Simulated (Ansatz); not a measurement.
## Elastic constants of Mg2Si (Fm-3m) under pressure

```yaml
crystal:
  lattice:
    - [0.00000, 3.16319, 3.16319]
    - [3.16319, 0.00000, 3.16319]
    - [3.16319, 3.16319, 0.00000]
  atoms:
    - { symbol: Mg, position: [0.25000, 0.25000, 0.25000] }
    - { symbol: Mg, position: [0.75000, 0.75000, 0.75000] }
    - { symbol: Si, position: [0.00000, 0.00000, 0.00000] }
```

This is the zero-pressure cell. At each pressure cell and atoms are relaxed in this structure, and the constants are slopes of the stress at strains of ±0.005 with relaxed ions (the coefficients that govern stability under load). Level: PBEsol, PAW on Ansatz 0.2.0's default frozen-core files (fitted under PBE), scalar-relativistic; k mesh 12×12×12, strains of ±0.005, Fermi-Dirac smearing of 0.100 eV, cutoff 420 eV. P is the pressure of the relaxed cell, less that of this one.

```tsv
P (GPa)	V/V₀	C11 (GPa)	C12 (GPa)	C44 (GPa)
0.00	1.0000	117.0	25.2	43.6
1.01	0.9826	122.5	28.5	45.5
1.98	0.9673	127.6	31.6	47.1
4.01	0.9386	137.7	38.1	50.1
6.98	0.9029	151.6	47.5	53.8
10.01	?	?	?	?
15.02	0.8301	185.7	72.2	60.9
```

Q: Does the bulk modulus from the constants agree with the pressure-volume curve?

A: A third-order Birch-Murnaghan fit to the volumes shown (F against f, f = [(V₀/V)^(2/3) − 1]/2) gives B₀ = 55.8 GPa and B′ = 4.0. Its −V dP/dV stands beside (C11 + 2C12)/3:

```csv
P (GPa),from P(V),from the constants
0.00,55.8,55.8
1.01,59.8,59.8
1.98,63.5,63.6
4.01,71.2,71.3
6.98,82.1,82.2
15.02,110.4,110.0
```

Q: What are the pressure derivatives at zero pressure?

A: Slopes at V₀ of quadratic fits in −ln(V/V₀) through the first four rows shown, divided by B₀: dC11/dP = 5.5, dC12/dP = 3.3, dC44/dP = 1.9. The mean slopes up to 2.0 GPa are 5.3, 3.3, 1.7; curvature and scatter of the constants part the two. The combination (dC11/dP + 2 dC12/dP)/3 = 4.0 stands against B′.

Q: Fill the row at 10.01 GPa.

A: Cubic fits in −ln(V/V₀) through all rows shown give C11 = 165.0, C12 = 56.9, C44 = 56.9 GPa. Computed: V/V₀ = 0.8722, C11 (GPa) = 165.0, C12 (GPa) = 56.9, C44 (GPa) = 56.9.

Q: Does a shear stiffness soften?

A: C44 goes from 43.6 to 60.9 GPa; (C11 − C12)/2 goes from 45.9 to 56.7 GPa. Neither ends more than 3 % under its start, and the lattice stays mechanically stable over this range.

Caveats: no other phase was computed; many crystals of this kind change structure within this range, and rows or crossings beyond such a change describe a metastable lattice; frozen-core PAW files fitted under PBE, their cores solved anew for the functional of the run; the gap is closed or tiny at this level, so small that the run used smearing; responses move with mesh and smearing; responses of metals move with mesh and smearing; phonons weren't checked at these pressures.
